Q: I want to relax the volume of this Ti₃Al cell. I have run it at nine plane-wave cutoffs, and every run became self-consistent in 15 steps. Can I take the cheapest?

GPAW 26.7.0, plane-wave LDA without spin polarisation, PAW data sets from gpaw-data 1.2.1, for a fixed four-atom Ti₃Al cell with a 6×6×2 k mesh and Fermi–Dirac smearing of 0.05 eV. The sweep value is the plane-wave cutoff in eV. Energies are extrapolated to zero smearing; they and the force misses are measured from the 1000 eV run.

| sweep value | energy less tightest (meV/atom) | pressure (GPa) | force miss (eV/Å) | largest force (eV/Å) | scf iterations |
| --- | --- | --- | --- | --- | --- |
| 200 | 593.1 | -27.527 | 0.205 | 0.143 | 15 |
| 250 | 311.5 | -8.705 | 0.015 | 0.077 | 15 |
| 300 | 229.1 | -10.649 | 0.011 | 0.073 | 15 |
| 350 | 127.6 | -10.247 | 0.000 | 0.062 | 15 |
| 400 | 71.2 | -8.254 | 0.009 | 0.071 | 15 |
| 500 | 45.5 | -6.973 | 0.001 | 0.061 | 15 |
| 600 | 30.6 | -7.335 | 0.001 | 0.063 | 15 |
| 800 | 4.8 | -6.930 | 0.000 | 0.062 | 15 |
| 1000 | 0.0 | -6.675 | 0.000 | 0.062 | 15 |

A: The step count shows only that each run settled within its own set of plane waves. It does not show that the set was large enough. Compare the pressures at 250 and 400 eV, and then the energies.

Q: The pressures nearly agree, at −8.7 and −8.3 GPa. The energies don't: measured from the 1000 eV run, they are too high by 311 and 71 meV/atom. At 300 eV the pressure even dips to −10.6 GPa. Does the metal change its state there?

A: Nothing here calls for that. The pressure contains a false part that comes from the plane waves, known as Pulay stress. Picture a single hydrogen atom in a large periodic box, described by a fixed number of plane waves. Squeeze the box and the waves become shorter, so they follow the sharp density near the nucleus better. The energy falls, and the calculation reports a box that wants to shrink, although the atom hardly feels its periodic copies. In Ti₃Al the atoms also bond, so a true pressure lies beneath the false one.

Q: Why is the effect so strong in this alloy?

A: The usual explanation is titanium. Its 3d states, and the 3s and 3p states below them, vary sharply close to the nucleus and need short waves. At a low cutoff, each slightly shorter wave therefore still lowers the energy a good deal.

Q: Then the energies should tell me how large the false pressure is.

A: They do. The number of plane waves grows as $V E_c^{3/2}$, where $V$ is the volume and $E_c$ the cutoff. The stress is computed with that number held fixed, so a change of volume shifts the cutoff as $E_c \propto V^{-2/3}$. If the energy error at a given cutoff hardly depends on volume, the false pressure is

$$P_{\text{false}} = \frac{2}{3V}\,\frac{dE}{d\ln E_c},$$

with $E$ and $V$ taken per atom. From 300 to 350 eV the energy falls by 0.1015 eV/atom, and the volume is 17.12 Å³/atom. With 1 eV/Å³ equal to about 160 GPa,

$$P_{\text{false}} \approx -\frac{2}{3}\times\frac{0.1015}{17.12\times\ln(350/300)}\times 160\ \text{GPa} \approx -4.1\ \text{GPa}.$$

Q: And what do the computed pressures say?

A: At those two cutoffs they lie on average 3.8 GPa below the 1000 eV value. The output below repeats this parameter-free estimate for every interval, and from 250 eV upwards it agrees to within 0.4 GPa. It also explains the dip: the energy falls less steeply between 250 and 300 eV than between 300 and 350 eV. The pressure at 250 eV looks better than at 300 eV because the energy curve is less steep just above 250 eV, while the energy itself is still far off.

Q: Does the estimate fail anywhere?

A: The comparison does, between 200 and 250 eV, where the estimate is −7.9 GPa and the average offset −11.4 GPa. The pressure changes by almost 19 GPa within that one step, so the average of its two ends says little about the pressures in between. There the table confirms the sign of the estimate, but can't test its size.

Q: At 1000 eV the pressure is still −6.7 GPa. Is that false too?

A: Mostly not. The energy slope over the last interval accounts for only about −0.1 GPa. The rest suggests that this fixed cell is larger than LDA would choose, and LDA does tend to make solids too small. So a negative pressure is no warning in itself; a pressure that shifts with the cutoff is.

Q: Are the forces spoiled in the same way?

A: No. Plane waves stay where they are when an atom moves, so this false term does not arise. Much of the energy error should also belong to the inner region of each titanium atom and travel with it, which keeps most of it out of the force. At 250 eV the force miss, the deviation from the 1000 eV forces, is 0.015 eV/Å. That is still about a quarter of the largest force at 1000 eV, but from 500 eV upwards the miss is at most about 0.001 eV/Å.

Q: But at 200 eV it is 0.205 eV/Å.

A: There the energy error no longer just travels with the atom; it changes as the atom moves. That miss equals the sum of the largest forces at 200 and 1000 eV, 0.143 and 0.062 eV/Å. Two forces differ by the sum of their lengths only if they point in opposite directions. At 200 eV the atom would be pushed the wrong way.

Q: Which cutoff should I use for the volume, then?

A: From 500 eV upwards the pressure stays within 0.7 GPa of the last run, which is enough for a first relaxation. Don't stop merely because one step looks small: from 500 to 600 eV the energy fell by 15 meV/atom, yet 31 were still to come. If you need the pressure to 0.1 GPa, add a run beyond 1000 eV to check it, because the last step still moved it by about 0.26 GPa. Test the k mesh and the smearing separately, since these runs kept both fixed.

Output of the analysis:

```
Step that ends at each cutoff:
   row  energy drop in the step (meV/atom)  energy error left (meV/atom)  pressure change in the step (GPa)  pressure offset from last row (GPa)
   200                                 n/a                         593.1                                n/a                               -20.85
   250                               281.6                         311.5                              18.82                                -2.03
   300                                82.4                         229.1                             -1.944                               -3.974
   350                               101.5                         127.6                              0.402                               -3.572
   400                                56.4                          71.2                              1.993                               -1.579
   500                                25.7                          45.5                              1.281                               -0.298
   600                                14.9                          30.6                             -0.362                                -0.66
   800                                25.8                           4.8                              0.405                               -0.255
  1000                                 4.8                             0                              0.255                                    0
Interval that ends at each cutoff:
   row  false pressure from energy slope (GPa)  mean pressure offset from last row (GPa)  estimate less offset (GPa)
   250                                  -7.873                                    -11.44                       3.568
   300                                   -2.82                                    -3.002                      0.1823
   350                                  -4.108                                    -3.773                     -0.3351
   400                                  -2.635                                    -2.575                    -0.05968
   500                                 -0.7186                                   -0.9385                      0.2199
   600                                 -0.5099                                    -0.479                    -0.03087
   800                                 -0.5595                                   -0.4575                      -0.102
  1000                                 -0.1342                                   -0.1275                   -0.006706
Largest disagreement for intervals starting at 250 eV or above (GPa): 0.3351
Number of steps in which the pressure moves away from its final value: 2
Energy error left at 600 eV over the last drop (ratio): 2.054
Sum of largest forces at 200 and 1000 eV (eV/angstrom): 0.205
Force miss at 200 eV (eV/angstrom): 0.205
Force miss at 200 eV over largest force at 1000 eV (ratio): 3.306
Spread of self-consistency step counts over all rows: 0
```
